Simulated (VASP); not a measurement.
# BAs (F-43m) in VASP: further runs

The runs below take BAs through single point, with PBEsol.

Everything below comes from runs of VASP 6.6.1. Logs are shortened: lines on timing, memory, paths and dates and some standing lists are left out, and cuts for length are marked.

### Step 1. The crystal as given

Symmetry: F-43m, No. 216, cubic system. The conventional cell has a = 4.777 Å, b = 4.777 Å, c = 4.777 Å, α = 90.00°, β = 90.00°, γ = 90.00°. B (site symmetry -43m) is surrounded by 4 As at 2.07 Å. Around As (site symmetry -43m) lie 4 B at 2.07 Å.

### Step 2. Single point, PBEsol

INCAR reads:

```
PREC = Accurate ; ENCUT = 520
EDIFF = 1E-6 ; ISMEAR = 0
SIGMA = 0.05 ; LREAL = False
LASPH = True ; NELM = 100
ALGO = Normal ; ISIF = 2
LWAVE = False ; LCHARG = False
GGA = PS ; NBANDS = 11
```

KPOINTS reads:

```
regular mesh
0
Gamma
  10 10 10
```

POSCAR reads:

```
BAs
1.0
    0.0000000000      2.3885000000      2.3885000000
    2.3885000000      0.0000000000      2.3885000000
    2.3885000000      2.3885000000      0.0000000000
B As
1 1
Direct
    0.0000000000      0.0000000000      0.0000000000
    0.7500000000      0.7500000000      0.7500000000
```

Potentials or basis: VASP PAW PBE potentials, release 64 (B, As).

On the command line:

```
cat potpaw_PBE.64/B/POTCAR potpaw_PBE.64/As/POTCAR > POTCAR
mpirun -np 1 vasp_std > vasp.out
```

OUTCAR:

```text
PREC = Accurate
   ENCUT = 520
   EDIFF = 1E-6
   ISMEAR = 0
   LREAL = False
   LASPH = True
   NELM = 100
   ISIF = 2
   GGA = PS

 ion  position               nearest neighbor table
   1  0.000  0.000  0.000-   2 2.07   2 2.07   2 2.07   2 2.07
   2  0.750  0.750  0.750-   1 2.07   1 2.07   1 2.07   1 2.07

  LATTYP: Found a face centered cubic cell.
 ALAT       =     4.7770000000

  Lattice vectors:

 A1 = (   0.0000000000,   2.3885000000,   2.3885000000)
 A2 = (   2.3885000000,   0.0000000000,   2.3885000000)
 A3 = (   2.3885000000,   2.3885000000,   0.0000000000)

Analysis of symmetry for initial positions (statically):
=====================================================================
 Subroutine PRICEL returns:
 Original cell was already a primitive cell.

 Routine SETGRP: Setting up the symmetry group for a
 face centered cubic supercell.

 Subroutine GETGRP returns: Found 24 space group operations
 (whereof 24 operations were pure point group operations)
 out of a pool of 48 trial point group operations.

The static configuration has the point symmetry T_d .

Analysis of symmetry for dynamics (positions and initial velocities):
=====================================================================
 Subroutine PRICEL returns:
 Original cell was already a primitive cell.

 Routine SETGRP: Setting up the symmetry group for a
 face centered cubic supercell.

 Subroutine GETGRP returns: Found 24 space group operations
 (whereof 24 operations were pure point group operations)
 out of a pool of 48 trial point group operations.

The dynamic configuration has the point symmetry T_d .

 Subroutine INISYM returns: Found 24 space group operations
 (whereof 24 operations are pure point group operations),
 and found     1 'primitive' translations

----------------------------------------------------------------------------------------

                                     Primitive cell

  volume of cell :      27.2525

  direct lattice vectors                    reciprocal lattice vectors
     0.000000000  2.388500000  2.388500000    -0.209336404  0.209336404  0.209336404
     2.388500000  0.000000000  2.388500000     0.209336404 -0.209336404  0.209336404
     2.388500000  2.388500000  0.000000000     0.209336404  0.209336404 -0.209336404

  length of vectors
     3.377849094  3.377849094  3.377849094     0.362581287  0.362581287  0.362581287

  position of ions in fractional coordinates (direct lattice)
     0.000000000  0.000000000  0.000000000
     0.750000000  0.750000000  0.750000000

  ion indices of the primitive-cell ions
   primitive index   ion index
                 1           1
                 2           2

----------------------------------------------------------------------------------------

 KPOINTS: regular mesh

Automatic generation of k-mesh.
 Grid dimensions read from file:
 generate k-points for:   10   10   10

 Generating k-lattice:

  Cartesian coordinates                     Fractional coordinates (reciprocal lattice)
    -0.020933640  0.020933640  0.020933640     0.100000000  0.000000000  0.000000000
     0.020933640 -0.020933640  0.020933640     0.000000000  0.100000000  0.000000000
     0.020933640  0.020933640 -0.020933640     0.000000000  0.000000000  0.100000000

  Length of vectors
     0.036258129  0.036258129  0.036258129

  Shift w.r.t. Gamma in fractional coordinates (k-lattice)
     0.000000000  0.000000000  0.000000000

 Subroutine IBZKPT returns following result:
 ===========================================

 Found     47 irreducible k-points:

 Following reciprocal coordinates:
            Coordinates               Weight
  0.000000  0.000000  0.000000      1.000000
  0.100000  0.000000  0.000000      8.000000
  0.200000  0.000000  0.000000      8.000000
  0.300000  0.000000  0.000000      8.000000
  0.400000  0.000000  0.000000      8.000000
  0.500000  0.000000  0.000000      4.000000
[... 16 lines left out ...]
  0.300000  0.300000  0.000000      6.000000
  0.400000  0.300000  0.000000     24.000000
 [... further k-points ...]
   k-points           NKPTS =     47   k-points in BZ     NKDIM =     47   number of bands    NBANDS=     11
   number of dos      NEDOS =    301   number of ions     NIONS =      2
   total plane-waves  NPLWV =  21952
   dimension x,y,z NGX =    28 NGY =   28 NGZ =   28
   dimension x,y,z NGXF=    56 NGYF=   56 NGZF=   56
   ions per type =               1   1
   NGX,Y,Z   is equivalent  to a cutoff of  13.78, 13.78, 13.78 a.u.
   NGXF,Y,Z  is equivalent  to a cutoff of  27.56, 27.56, 27.56 a.u.
 SYSTEM =  unknown system
   PREC   = accura    normal or accurate (medium, high low for compatibility)
   ISTART =      0    job   : 0-new  1-cont  2-samecut
   ICHARG =      2    charge: 1-file 2-atom 10-const
   ISPIN  =      1    spin polarized calculation?
   LNONCOLLINEAR =      F non collinear calculations
   LSORBIT =      F    spin-orbit coupling
   LASPH  =      T    aspherical Exc in radial PAW
   ENCUT  =  520.0 eV  38.22 Ry    6.18 a.u.   6.28  6.28  6.28*2*pi/ulx,y,z
   NELM   =    100;   NELMIN=  2; NELMDL= -5     # of ELM steps
   EDIFF  = 0.1E-05   stopping-criterion for ELM
   LREAL  =      F    real-space projection
   EDIFFG = 0.1E-04   stopping-criterion for IOM
   NSW    =      0    number of steps for IOM
   IBRION =     -1    ionic relax: 0-MD 1-quasi-New 2-CG
   NFREE  =      0    steps in history (QN), initial steepest desc. (CG)
   ISIF   =      2    stress and relaxation
   ISYM   =      2    0-nonsym 1-usesym 2-fastsym
   POTIM  = 0.5000    time-step for ionic-motion
   TEBEG  =    0.0;   TEEND  =   0.0 temperature during run
   PSTRESS=    0.0 pullay stress
   NELECT =       8.0000    total number of electrons
   NUPDOWN=      -1.0000    fix difference up-down
   EMIN   =  10.00;   EMAX   =-10.00  energy-range for DOS
   EFERMI =   0.00;   METHOD = LEGACY
   ISMEAR =     0;   SIGMA  =   0.05  broadening in eV -4-tet -1-fermi 0-gaus
   EFERMI_NEDOS =   21; number of points for ismear=-14 and -15
   IALGO  =     38    algorithm
   IMIX   =      4    mixing-type and parameters
     AMIX     =   0.40;   BMIX     =  1.00
     AMIX_MAG =   1.60;   BMIX_MAG =  1.00
  volume/ion in A,a.u.               =      13.63        91.95
  Fermi-wavevector in a.u.,A,eV,Ry     =   1.088018  2.056057 16.106360  1.183784
  Thomas-Fermi vector in A             =   2.224191
   LORBIT       =      0    0 simple, 1 ext, 2 COOP (PROOUT), +10 PAW based schemes
   GGA     = PS    functional components
   LHFCALC =     F    Hartree Fock is set to
   AEXX    =    0.0000 exact exchange contribution
   IVDW    =     0    specifies the selected vdW correction
   LEPSILON=     F    determine dielectric tensor
   LRPA    =     F    only Hartree local field effects (RPA)
 non-spin polarized calculation
 Gauss-broadening in eV      SIGMA  =   0.05
  energy-cutoff  :      520.00
  volume of cell :       27.25
 maximum number of plane-waves:       754
 NGX is ok and might be reduce to    28
   NGX = 13   NGY = 13   NGZ = 13

 number of electron       8.0000000 magnetization

 Free energy of the ion-electron system (eV)
  ---------------------------------------------------
  ext. energy  EPLUGINS =         0.00000000
  ---------------------------------------------------
  free energy    TOTEN  =       -12.20388084 eV

  energy without entropy =      -12.20388084  energy(sigma->0) =      -12.20388084

 E-fermi :   6.3433     XC(G=0): -10.7311

 val. band max:        6.0440263356   @ k =   0.0000   0.0000   0.0000
 cond. band min:       7.1199791604   @ k =   0.4000   0.4000   0.0000
 fundamental gap:      1.0759528247
 Fermi energy:         6.3433324829

 k-point     1 :       0.0000    0.0000    0.0000
  band No.  band energies     occupation
      1      -9.3930      2.00000
      2       6.0440      2.00000
      3       6.0440      2.00000
      4       6.0440      2.00000
      5       9.2839      0.00000
      6       9.2839      0.00000
      7       9.2839      0.00000
      8      10.7258      0.00000
      9      15.3905      0.00000
     10      18.9747      0.00000
     11      18.9747      0.00000

 k-point     2 :       0.1000    0.0000    0.0000
  band No.  band energies     occupation
      1      -9.2284      2.00000
      2       4.6383      2.00000
      3       5.7392      2.00000
      4       5.7392      2.00000
      5       9.4294      0.00000
      6       9.6844      0.00000
      7       9.6844      0.00000
      8      11.5943      0.00000
      9      16.0475      0.00000
     10      17.8576      0.00000
     11      17.8576      0.00000

 k-point     3 :       0.2000    0.0000    0.0000
  band No.  band energies     occupation
      1      -8.7429      2.00000
      2       2.2616      2.00000
      3       5.1613      2.00000
      4       5.1613      2.00000
      5       9.2123      0.00000
      6      10.4022      0.00000
      7      10.4022      0.00000
      8      13.1926      0.00000
      9      17.0607      0.00000
     10      17.1270      0.00000
     11      17.1270      0.00000
[... 267 lines left out ...]
 k-point    23 :       0.3000    0.3000    0.0000
  band No.  band energies     occupation
      1      -7.4728      2.00000
      2       0.8308      2.00000
      3       2.8324      2.00000
      4       2.8324      2.00000
      5       7.3521      0.00000
      6       9.5941      0.00000
      7      14.4734      0.00000
      8      14.4734      0.00000
      9      16.9846      0.00000
     10      20.9408      0.00000
     11      21.1244      0.00000

 k-point    24 :       0.4000    0.3000    0.0000
  band No.  band energies     occupation
      1      -6.7431      2.00000
      2      -0.4167      2.00000
      3       2.0343      2.00000
      4       2.5348      2.00000
      5       7.6504      0.00000
      6       9.3360      0.00000
      7      14.8460      0.00000
      8      15.0851      0.00000
      9      18.0322      0.00000
     10      21.7272      0.00000
     11      21.8864      0.00000

 [... further k-points ...]

------------------------ aborting loop because EDIFF is reached ----------------------------------------

  FORCE on cell =-STRESS in cart. coord.  units (eV):
  Direction    XX          YY          ZZ          XY          YZ          ZX
  --------------------------------------------------------------------------------------
  -------------------------------------------------------------------------------------
  Total        0.0097465      0.0097465      0.0097465      0.0000000      0.0000000      0.0000000
  in kB        0.5729988      0.5729988      0.5729988      0.0000000      0.0000000      0.0000000
  external PRESSURE =       0.5729988 kB  Pullay stress =       0.0000000 kB

 VOLUME and BASIS-vectors are now :
 -----------------------------------------------------------------------------
  energy-cutoff  :      520.00
  volume of cell :       27.25
      direct lattice vectors                 reciprocal lattice vectors
     0.000000000  2.388500000  2.388500000    -0.209336404  0.209336404  0.209336404
     2.388500000  0.000000000  2.388500000     0.209336404 -0.209336404  0.209336404
     2.388500000  2.388500000  0.000000000     0.209336404  0.209336404 -0.209336404

 POSITION                                       TOTAL-FORCE (eV/Angst)
 -----------------------------------------------------------------------------------
      0.00000      0.00000      0.00000        -0.000000      0.000000      0.000000
      3.58275      3.58275      3.58275         0.000000     -0.000000     -0.000000
 -----------------------------------------------------------------------------------
    total drift:                                0.000000      0.000000      0.000000

  FREE ENERGIE OF THE ION-ELECTRON SYSTEM (eV)
  ---------------------------------------------------
  free  energy   TOTEN  =       -12.2038808422 eV

  energy  without entropy=      -12.2038808422  energy(sigma->0) =      -12.20388084
```

Wall time 12 s (1 thread of Intel Xeon Platinum 8559C (Emerald Rapids), shared host); peak memory 0.16 GiB.

What came out:

| Item | Value |
| --- | --- |
| Free energy | -12.2039 eV |
| Pressure | 0.1 GPa |
| Band gap on the k mesh | 1.08 eV, indirect (least direct gap 3.24 eV) |

Caveat: the PAW data sets were made with another functional, which shifts forces and pressure a little. A k mesh can miss the band edges.

### Step 3. Single point, PBEsol

INCAR reads:

```
PREC = Accurate
ENCUT = 520
EDIFF = 1E-7
ISMEAR = 0
SIGMA = 0.05
LREAL = False
LASPH = True
NELM = 80
ALGO = Normal
ISIF = 2
LWAVE = False
LCHARG = False
GGA = PS
NBANDS = 11
```

KPOINTS reads:

```
regular mesh
0
Gamma
  12 12 12
```

POSCAR is that of step 2.

Potentials or basis: VASP PAW PBE potentials, release 64 (B, As).

On the command line:

```
cat potpaw_PBE.64/B/POTCAR potpaw_PBE.64/As/POTCAR > POTCAR
mpirun -np 1 vasp_std > vasp.out
```

Wall time 17 s (1 thread of Intel Xeon Platinum 8559C (Emerald Rapids), shared host); peak memory 0.16 GiB.

It converged, with:

| Property | Result |
| --- | --- |
| Free energy | -12.2042 eV |
| Pressure | 0.1 GPa |
| Band gap on the k mesh | 1.08 eV, indirect (least direct gap 3.24 eV) |

Levels at points of the mesh, in eV from the valence-band top:
```tsv
k point	band 2	band 3	band 4	band 5	band 6	band 7
(0.00, 0.00, 0.00)	0.00	0.00	0.00	3.24	3.24	3.24
(0.50, 0.00, 0.00)	-8.83	-1.83	-1.83	2.65	4.73	4.73
(0.50, 0.50, 0.00)	-8.53	-4.11	-4.11	1.31	1.34	11.34
```

Caveat: the PAW data sets were made with another functional, which shifts forces and pressure a little. A k mesh can miss the band edges.
